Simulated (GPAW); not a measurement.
Crystal: Re.

```xyz
2
Lattice="2.7608 0.0000 0.0000 -1.3804 2.3909 0.0000 0.0000 0.0000 4.4582" Properties=species:S:1:pos:R:3 pbc="T T T"
Re    1.3804    0.7970    3.3436
Re    0.0000    1.5939    1.1145
```

* Program: GPAW 26.7.0
* Task: relaxation of cell and atoms
* Functional: r2SCAN
* Dispersion: D4
* Potentials or basis: GPAW PAW data sets (gpaw-data 1.2.1)
* Cutoff: 600 eV
* Basis: pw
* k mesh: 8 × 8 × 4
* Occupations: fermi-dirac, width 0.05 eV
* Spin: no spin polarisation

At the start: pressure -3.4 GPa; volume 14.71 Å³/atom.

Question: How do energy, volume and symmetry change on relaxing?

Answer: Over 5 steps the energy falls by 3.1 meV/atom and the volume is 14.58 Å³/atom (-0.9 %); space group P6_3/mmc (No. 194, to 0.05 Å).

The path:
```csv
step,energy change (eV),largest force (eV/Å),pressure (GPa),volume (Å³)
1,0.0000,0.0000,-3.44,29.43
2,-0.0044,0.0000,-0.91,29.23
3,-0.0058,0.0000,0.44,29.13
4,-0.0061,0.0000,0.34,29.14
5,-0.0063,0.0000,0.04,29.16
```

Final structure:
```
CELL_PARAMETERS angstrom
2.74430 0.00000 0.00000
-1.37215 2.37663 0.00000
0.00000 0.00000 4.47092
ATOMIC_POSITIONS crystal
Re 0.66667 0.33333 0.75000
Re 0.33333 0.66667 0.25000
```

Caveat: later steps reuse the first step's grids; the PAW data sets were made with another functional, which shifts forces and pressure a little; pairwise dispersion overbinds metals, which lowers pressure and volume.
